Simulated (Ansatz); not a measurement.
The system is SiC (Moissanite).

```
CELL_PARAMETERS angstrom
3.07600 0.00000 0.00000
-1.53800 2.66389 0.00000
0.00000 0.00000 5.04800
ATOMIC_POSITIONS crystal
Si 0.66667 0.33333 0.50000
Si 0.33333 0.66667 0.00000
C 0.66667 0.33333 0.88500
C 0.33333 0.66667 0.38500
```

Base run:

* Program: Ansatz 0.2.0
* Functional: LDA
* Potentials or basis: Ansatz PAW
* Cutoff: 420 eV
* Density cutoff: 1680 eV
* k mesh: 6 × 6 × 3
* Occupations: fermi-dirac, width 0.05 eV
* Spin: no spin polarisation

Its results: band gap on the k mesh 2.21 eV, indirect (least direct gap 3.98 eV); largest force 0.730 eV/Å.

Question: After a change of settings the same cell gave: band gap on the k mesh 3.68 eV, indirect (least direct gap 5.83 eV); largest force 0.781 eV/Å. Which change was it?
A. functional from LDA to PBE; k mesh from 6 × 6 × 3 to 14 × 14 × 7
B. functional from LDA to revPBE; k mesh from 6 × 6 × 3 to 10 × 10 × 5
C. functional from LDA to PBE; k mesh from 6 × 6 × 3 to 10 × 10 × 5
D. functional from LDA to HISS

Answer: D.

HISS gives the wider gap, since exact exchange removes part of the self-interaction.

Caveats: the PAW data sets come from PBE, with cores solved anew for the run's functional, which leaves a small shift of forces and pressure; odd divisions of the mesh miss points on the zone boundary, where band edges often lie, so the gap on the mesh can be too wide (some runs); the density of states is complete only up to the lowest level of the last band computed (some runs).

Not every run made on this cell is shown here.
